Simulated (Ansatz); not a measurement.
Crystal: HfN.

```
Hf N
1.0
     0.00000    2.25600    2.25600
     2.25600    0.00000    2.25600
     2.25600    2.25600    0.00000
Hf N
1 1
Direct
  0.00000 0.00000 0.00000
  0.50000 0.50000 0.50000
```

```yaml
Program: Ansatz 0.2.0
Task: relaxation of cell and atoms
Functional: revPBE
Potentials_or_basis: all-electron LAPW, scalar-relativistic
Basis_error_allowed: 0.001 eV/atom
k_mesh: 10 × 10 × 10
Occupations: fermi-dirac, width 0.05 eV
Spin: no spin polarisation
```

At the start: volume 11.48 Å³/atom.

How do energy, volume and symmetry change on relaxing?

Over 5 steps the energy falls by 13.0 meV/atom and the volume is 11.91 Å³/atom (+3.7 %); space group Fm-3m (No. 225, to 0.05 Å).

The path:
```tsv
step	energy change (eV)	largest force (eV/Å)	volume (Å³)
1	0.0000	0.0000	22.96
2	-0.0208	0.0000	24.22
3	-0.0260	0.0000	23.85
4	-0.0260	0.0000	23.82
5	-0.0260	0.0000	23.82
```

Final structure:
```
Hf N
1.0
     0.00000    2.28374    2.28374
     2.28374    0.00000    2.28374
     2.28374    2.28374    0.00000
Hf N
1 1
Cartesian
  0.0000 0.0000 0.0000
  2.2837 2.2837 2.2837
```
